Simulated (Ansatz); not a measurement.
**What pressure 75 GPa does to Ti3SiC2**

The parent structure is Ti3SiC2 (space group P6_3/mmc, No. 194; a = 3.042 Å, c = 17.577 Å).

Now apply this change: a hydrostatic pressure of 75 GPa.

Computed with Ansatz (a first-principles code), PBEsol, PAW, cutoff 420 eV, no spin-orbit coupling. Γ-centred 14×14×3 mesh, Fermi–Dirac width 0.05 eV.

- Density: 5.83 g/cm³ (base 4.61 g/cm³)
- Lattice parameter a: 2.802 Å (base 3.042 Å)
- c/a ratio: 5.844 (base 5.777)
- Shortest interatomic distance: 1.952 Å (base 2.074 Å)
- Enthalpy H = E + PV relative to the base's energy: +4.82 eV/atom
- Band gap: zero (base zero)

Cost of the whole job for the changed cell (relaxation, final SCF and bands): roughly 3.0 core-minutes.

Load acts through the strain it causes; cell and atoms are relaxed under it. No phonon test of stability was made. No other phases were tried under pressure. All final runs are without spin polarisation.
